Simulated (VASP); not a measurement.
Input of a VASP 6.6.1 run:

File POSCAR:

```
BeS
1.0
    2.4342244985      2.4342244985      0.0000000000
   -2.4342244985      2.4342244985      0.0000000000
    0.0000000000      2.4342244985      2.4342244985
Be S
1 1
Direct
    0.0000000000      0.0000000000      0.0000000000
    0.7500000000      0.2500000000      0.5000000000
```

Contents of INCAR.step1:

```
SYSTEM = BeS
  PREC = Accurate
  ENCUT = 520
  ISMEAR = 0
  SIGMA = 0.01
  LREAL = .FALSE.
  LASPH = .TRUE.
  NELM = 100
  NBANDS = 11
  GGA = PE
  ALGO = Normal
  EDIFF = 1E-4
  LWAVE = .TRUE.
  LCHARG = .FALSE.
```

The input INCAR.step2:

```
SYSTEM = BeS
  PREC = Accurate
  ENCUT = 520
  EDIFF = 1E-6
  ISMEAR = 0
  SIGMA = 0.01
  LREAL = .FALSE.
  LASPH = .TRUE.
  NELM = 100
  ALGO = Normal
  ISIF = 2
  LWAVE = .FALSE.
  LCHARG = .TRUE.
  METAGGA = R2SCAN
  LMIXTAU = .TRUE.
  LELF = .TRUE.
  LVHAR = .TRUE.
  NBANDS = 11
  ISTART = 1
```

File KPOINTS:

```
regular mesh
0
G
  8 8 8
  0 0 0
```

Potentials or basis: VASP PAW PBE potentials, release 64 (Be, S).

Run with:

```bash
$ cat potpaw_PBE.64/Be/POTCAR potpaw_PBE.64/S/POTCAR > POTCAR
$ cp INCAR.step1 INCAR
$ mpirun -np 1 vasp_std > vasp.out
$ cp INCAR.step2 INCAR
$ mpirun -np 1 vasp_std > vasp.out
```

(1) What does it give for the band gap on the k mesh?

(2) What does it give for the pressure?

Answers

(1) 3.60 eV, indirect (least direct gap 6.26 eV).

(2) 0.3 GPa.

Caveat: the PAW data sets were made with another functional, which shifts forces and pressure a little.
